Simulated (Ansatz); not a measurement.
Runs of Ansatz 0.2.0 on Ni. It takes space group Fm-3m (No. 225, cubic). Conventional cell: a = 3.475 Å, b = 3.475 Å, c = 3.475 Å, α = 90.00°, β = 90.00°, γ = 90.00°. Ni (site symmetry m-3m) has 12 Ni at 2.46 Å as nearest neighbours. 

```tsv
task	level	potentials or basis	spin	U	cell	k mesh	cutoff (eV)	smearing	start of the occupations	double counting	hubbard projectors	other functionals evaluated on the density	optics k mesh	basis error allowed	other keys	gap on the mesh (eV)	pressure (GPa)	moment (μB)
single point	RPBE+U	all-electron LAPW, inner shells corrected to Dirac's equation	collinear, ferromagnetic start	Ni d U = 3.5 eV	volume scaled by 0.96	13 × 13 × 13	305	tetrahedron	auto	fll	ortho-atomic	RPBE, revPBE, PBEsol	-	0.002 eV/atom	-	none	25.5	(a)
optical spectrum	B88-PBE	all-electron LAPW, scalar-relativistic	collinear, ferromagnetic start, moments held on the sites	-	cell squeezed	13 × 13 × 13	328	tetrahedron	-	-	-	-	19 × 19 × 19	0.002 eV/atom	hamiltonian.pseudopotentials.lapw.muffin_tin_radii = 1.176	none	-	0.93
single point	PBEsol+D3(BJ)+ATM	all-electron LAPW, non-relativistic	collinear, random start	-	volume scaled by 1.15	13 × 13 × 13	286	tetrahedron	-	-	-	-	-	0.001 eV/atom	-	none	-22.9	0.61
elastic constants	PBE+D4	all-electron LAPW, non-relativistic	collinear, ferromagnetic start, moments held on the sites	-	as given	10 × 10 × 10	318	fermi-dirac 0.15 eV	-	-	-	-	-	0.002 eV/atom	-	none	-	0.94
```

**Question.** Fill in the values left out.

**Answer.** (a) 0.65.

Caveats: with tetrahedron occupations forces and stress needn't match the slope of the energy (some runs); each atom's moment is held at its typed value, so this isn't a free magnetic state (some runs); pairwise dispersion overbinds metals, which lowers pressure and volume (some runs); the magnetic state may not be the lowest (some runs); U is the effective U less J, on atomic orbitals that reach past the spheres (some runs); the U is typed as a test and isn't derived for this compound (some runs); local fields are left out (some runs).

A gap of «none» marks a metal or a gap under the smearing width.
